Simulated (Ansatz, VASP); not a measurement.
# AgCl in two plane-wave programs, part 2 of 2

Wanted: the spread between two codes on one cell, functional and k mesh. The cell is taken from a series of VASP runs on this material, whose earlier steps may have relaxed, scaled or displaced it; both programs get it as it stands. Other levels of theory on this material are compared in a session of their own.

VASP 6.6.1 and Ansatz 0.2.0.

So far. Step 2 (VASP: band structure, PBE): The run ends at a pressure of 1.11 GPa.

## 6. VASP: band structure, r2SCAN, DFT+U

Level of this step: r2SCAN, DFT+U (Ag d 2.5 eV); plane waves and PAW (Ag, Cl) (VASP).

The same cell, functional, mesh and smearing now go to VASP, with its own data sets and cutoff.

The input, INCAR:

```
SYSTEM = AgCl
PREC = Accurate
ENCUT = 350
EDIFF = 1E-06
NELM = 100
ISMEAR = 0
SIGMA = 0.03
LREAL = .FALSE.
ALGO = Normal
METAGGA = R2SCAN
LASPH = .TRUE.
NBANDS = 21
LDAU = .TRUE.
LDAUTYPE = 2
LDAUL = 2 -1
LDAUU = 2.5 0
LDAUJ = 0 0
LDAUPRINT = 1
LMAXMIX = 4
LORBIT = 11
LWAVE = .FALSE.
LCHARG = .FALSE.
KPAR = 4
```

The input, POSCAR:

```
AgCl
1.0
    0.0000000000      2.7726629968      2.7726629968
    2.7726629968      0.0000000000      2.7726629968
    2.7726629968      2.7726629968      0.0000000000
Ag Cl
1 1
Direct
    0.0000000000      0.0000000000      0.0000000000
    0.5000000000      0.5000000000      0.5000000000
```

The input, KPOINTS:

```
Automatic mesh
0
Gamma
6 6 6
0 0 0
```

The input, KPOINTS_OPT:

```
Line mode
10
Line-mode
Reciprocal
  0.00000000   0.00000000   0.00000000 GAMMA
  0.50000000   0.00000000   0.50000000 X

  0.50000000   0.00000000   0.50000000 X
  0.50000000   0.25000000   0.75000000 W

  0.50000000   0.25000000   0.75000000 W
  0.37500000   0.37500000   0.75000000 K

  0.37500000   0.37500000   0.75000000 K
  0.00000000   0.00000000   0.00000000 GAMMA

  0.00000000   0.00000000   0.00000000 GAMMA
  0.50000000   0.50000000   0.50000000 L

  0.50000000   0.50000000   0.50000000 L
  0.62500000   0.25000000   0.62500000 U

  0.62500000   0.25000000   0.62500000 U
  0.50000000   0.25000000   0.75000000 W

  0.50000000   0.25000000   0.75000000 W
  0.50000000   0.50000000   0.50000000 L

  0.50000000   0.50000000   0.50000000 L
  0.37500000   0.37500000   0.75000000 K

  0.62500000   0.25000000   0.62500000 U
  0.50000000   0.00000000   0.50000000 X
```

Potentials, in the order of the species: Ag and Cl (PBE family, release 64).

Started as:

```bash
$ mpirun -np 4 vasp_std
```

Numbers of over 12 decimals in the logs are rounded to 6 here.

The program printed:

```text
[banner, memory and clock lines left out]
running    4 mpi-ranks, on    1 nodes
[...]
|                                                                             |
|               ----> ADVICE to this user running VASP <----                  |
|                                                                             |
|     You enforced a specific xc type in the INCAR file but a different       |
|     [... a line on the potential file left out ...]
|     I HOPE YOU KNOW WHAT YOU ARE DOING!                                     |
|                                                                             |

 LDA part: xc-table for (None), standard interpolation
 POSCAR, INCAR and KPOINTS ok, starting setup
[...]
entering main loop
       N       E                     dE             d eps       ncg     rms          rms(c)
DAV:   1     0.574150501854E+02    0.57415E+02   -0.66571E+03   688   0.567E+02
DAV:   2    -0.299522000921E+02   -0.87367E+02   -0.80091E+02   772   0.166E+02
[...]
DAV:  13    -0.280097745438E+02    0.21741E-05   -0.24242E-05   777   0.545E-02    0.484E-03
DAV:  14    -0.280097742163E+02    0.32753E-06   -0.81508E-07   505   0.853E-03
   1 F= -.28009774E+02 E0= -.28009774E+02  d E =-.421703E-23
 Start KPOINTS_OPT (optional k-point list driver)
k-point batch [1-16\100]
       N       E                     dE             ncg
DAV:   1     0.120726311799E+04   -0.51360E+04      704
DAV:   2    -0.237933594087E+03   -0.14452E+04      775
DAV:   3    -0.286210343303E+03   -0.48277E+02      813
DAV:   4    -0.286540666547E+03   -0.33032E+00      810
DAV:   5    -0.286545539740E+03   -0.48732E-02      821
DAV:   6    -0.286545644886E+03   -0.10515E-03      808
DAV:   7    -0.286545647492E+03   -0.26060E-05      792
DAV:   8    -0.286545647570E+03   -0.78272E-07      586
[...]
k-point batch [97-100\100]
       N       E                     dE             ncg
DAV:   1     0.676477759802E+04   -0.18792E+04      168
DAV:   2     0.640995743482E+04   -0.35482E+03      193
DAV:   3     0.639889893505E+04   -0.11058E+02      208
DAV:   4     0.639881798373E+04   -0.80951E-01      193
DAV:   5     0.639881673114E+04   -0.12526E-02      216
DAV:   6     0.639881670337E+04   -0.27778E-04      201
DAV:   7     0.639881670267E+04   -0.70003E-06      224
```

From OUTCAR (step 6):

```text
  Total       -0.1980691     -0.1980691     -0.1980691      0.0000000      0.0000000     -0.0000000
  in kB       -7.4439943     -7.4439943     -7.4439943      0.0000000      0.0000000     -0.0000000
  external PRESSURE =      -7.4439943 kB  Pullay stress =       0.0000000 kB

 POSITION                                       TOTAL-FORCE (eV/Angst)
 -----------------------------------------------------------------------------------
      0.00000      0.00000      0.00000         0.000000     -0.000000     -0.000000
      2.77266      2.77266      2.77266        -0.000000      0.000000      0.000000
 -----------------------------------------------------------------------------------
    total drift:                                0.000000     -0.000000     -0.000000

  FREE ENERGIE OF THE ION-ELECTRON SYSTEM (eV)
  ---------------------------------------------------
  free  energy   TOTEN  =       -28.0097742163 eV

  energy  without entropy=      -28.0097742163  energy(sigma->0) =      -28.00977422

[... 2 parts as in an earlier step ...]

[... 1 further part left out ...]
[key lines of the parts left out:]
E-fermi :   3.2555
```

The run ends at a pressure of -0.74 GPa.

## 7. Side by side

What differs besides the data sets and the points named for the pairs above, as far as they apply: U acts on the PAW sphere in VASP and on atomic orbitals in Ansatz, so only states and trends compare; VASP keeps PBE cores, Ansatz makes them for the functional; the cutoff is 500 eV in Ansatz and 350 eV in VASP. Total energies have different zeros and are not compared.

The two programs side by side:

```tsv
quantity	Ansatz	VASP	difference
pressure (GPa)	0.42	-0.74	+1.16
gap over the path points (eV)	2.005	1.960	+0.045
```

Levels at points of the path, from each program's valence-band top (eV; 4 filled, then empty):

```tsv
k (reciprocal lattice)	Ansatz	VASP
0.000 0.000 0.000	-3.07 -1.89 -1.89 -1.89 2.00 11.72 11.72	-2.78 -1.98 -1.98 -1.98 1.96 11.67 11.67
0.167 0.000 0.167	-3.02 -1.81 -1.81 -1.47 3.52 10.04 10.27	-2.74 -1.82 -1.82 -1.41 3.46 10.03 10.16
0.333 0.000 0.333	-2.93 -2.04 -2.04 -1.69 4.32 8.67 9.17	-2.65 -1.97 -1.97 -1.57 4.28 8.62 9.01
0.500 0.000 0.500	-2.67 -2.62 -2.62 -2.48 3.50 8.83 9.82	-2.61 -2.34 -2.34 -2.25 3.49 8.65 9.75
0.500 0.083 0.583	-2.60 -2.59 -2.53 -1.94 3.83 8.77 9.65	-2.36 -2.34 -2.31 -1.84 3.81 8.61 9.58
0.500 0.194 0.694	-2.58 -2.42 -2.38 -1.36 4.97 8.76 9.12	-2.34 -2.26 -2.22 -1.29 4.94 8.65 9.05
0.500 0.250 0.750	-2.58 -2.37 -2.37 -1.29 5.28 8.89 8.89	-2.34 -2.21 -2.21 -1.22 5.25 8.81 8.81
0.458 0.292 0.750	-2.68 -2.37 -2.22 -1.26 5.14 8.54 9.04	-2.36 -2.18 -2.08 -1.19 5.11 8.45 8.97
0.403 0.347 0.750	-2.72 -2.36 -2.02 -1.15 4.79 8.27 9.19	-2.39 -2.14 -1.88 -1.11 4.77 8.17 9.13
0.375 0.375 0.750	-2.72 -2.35 -1.99 -1.13 4.72 8.24 9.21	-2.40 -2.14 -1.86 -1.09 4.71 8.14 9.15
```

Among the levels compared at these points, filled levels agree within 340 meV and empty ones within 178 meV.

## 8. What came out

```
difference in gap over the path points (band structure, PBE)           : 0.0090 eV
difference in pressure (band structure, PBE)                           : 0.53 GPa
difference in gap over the path points (band structure, r2SCAN, DFT+U) : 0.045 eV
difference in pressure (band structure, r2SCAN, DFT+U)                 : 1.2 GPa
```

**Reading.** The difference in pressure is 1.2 GPa (band structure, r2SCAN, DFT+U). 3 further runs of this series are not shown here. How closely two codes agree says nothing of how well the functional describes the real material.

[Lines on the potential files, build, host, timing and source positions are cut from VASP's logs without a mark.]

[Logs are printed without paths, hosts, clocks, repeated set-up lines and the standing remarks that a program may print on its own settings, such as how far it seeks lower states.]

[Hosts, paths, dates, database ids (printed as entryN), source tags and the programs' standing remarks are cut or masked in the printed files.]
